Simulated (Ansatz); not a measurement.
Inside the gap of an insulator the Bloch states are evanescent, with a wavenumber k + iκ along the transport direction.

Data:

```
SrF2
1.0
    4.10021     0.00000     0.00000
   -2.05010     3.55088     0.00000
    2.05010     1.18363     3.34781
Sr F
1 2
Direct
  0.00000   0.00000   0.00000
  0.50000   0.25000   0.25000
  0.50000   0.75000   0.75000
```

The cell is taken as given.

Transport runs along the normal of the first two printed cell vectors, the (111) plane of the conventional cell.

The gap is the functional's own. No spin-orbit coupling. Mid-gap values are those at the computed energy nearest the middle.

Task: Estimate the band gap and the smallest decay constant κ at mid-gap that r2SCAN in Ansatz (a quantum-chemistry and plane-wave program) returns for this system.

Result: Gap 7.58 eV on a 10×10×10 mesh; κ = 0.547 1/Å, at the zone centre.
